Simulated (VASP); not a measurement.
A run of VASP 6.6.1 is set up as follows.

INCAR

```
  PREC = Accurate
  ENCUT = 520
  EDIFF = 1E-6
  ISMEAR = 0
  SIGMA = 0.05
  LREAL = F
  LASPH = T
  NELM = 100
  ALGO = Fast
  ISIF = 2
  LWAVE = F
  LCHARG = F
  GGA = PE
  IVDW = 11
  IBRION = 2
  NSW = 40
  EDIFFG = -0.02
```

Contents of KPOINTS:

```
regular mesh
0
Gamma
  9 9 9
```

File POSCAR:

```
ZnS
1.0
    0.0000000000      2.7020000000      2.7020000000
    2.7020000000      0.0000000000      2.7020000000
    2.7020000000      2.7020000000      0.0000000000
Zn S
1 1
Selective dynamics
Direct
    0.7491300000      0.7587200000      0.7252730000  F F F
    0.0026880000      0.0010540000      0.0039150000  T T T
```

Potentials or basis: VASP PAW PBE potentials, release 64 (Zn, S).

Launch:

```console
$ cat potpaw_PBE.64/Zn/POTCAR potpaw_PBE.64/S/POTCAR > POTCAR
$ mpirun -np 1 vasp_std > vasp.out
```

Task: What does it give for the dispersion energy per atom?

Result: -0.268 eV.

Task: What does it give for the energy gained by relaxing?

Result: 16.5 meV/atom.

Task: What does it give for the band gap on the k mesh?

Result: 2.11 eV, direct.

Final structure:
```xyz
2
Lattice="0.0000 2.7020 2.7020 2.7020 0.0000 2.7020 2.7020 2.7020 0.0000" Properties=species:S:1:pos:R:3 pbc="T T T"
Zn    4.0097    3.9838    4.0742
S     2.6572    5.3324    2.7249
```
